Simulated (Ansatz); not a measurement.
The system is Gd.

```
Gd
1.0
     0.00000    2.58582    2.58582
     2.58582    0.00000    2.58582
     2.58582    2.58582    0.00000
Gd
1
Direct
  0.00000 0.00000 0.00000
```

This isn't the form of Gd at room conditions, which is hcp.

Base run:

```yaml
Program: Ansatz 0.2.0
Functional: PBE
Potentials_or_basis: Ansatz PAW
Cutoff: "420 eV (not typed: the program's choice for these potentials)"
k_mesh: 8 × 8 × 8
Occupations: fermi-dirac, width 0.05 eV
Spin: collinear spin, ferromagnetic start
Starting_moments: "[7.0] μB"
Fixed_moment: 7 μB
```

Its results: pressure -1.6 GPa; site moments Gd +6.96 μB.

**Question.** After a change of settings the same cell gave: pressure 2.0 GPa; site moments Gd +5.88 μB. Which change was it?
A. fixed moment from 7 μB to 10.5 μB; moments at the start from [7.0] to [10.5]
B. fixed moment from 7 μB to 1.8 μB; moments at the start from [7.0] to [1.8]
C. fixed moment from 7 μB to 3.5 μB; moments at the start from [7.0] to [3.5]
D. fixed moment from 7 μB to 5.2 μB; moments at the start from [7.0] to [5.2]

**Answer.** D.

Caveats: the total moment is fixed, so each spin has its own Fermi level; the thresholds are loose for stress.
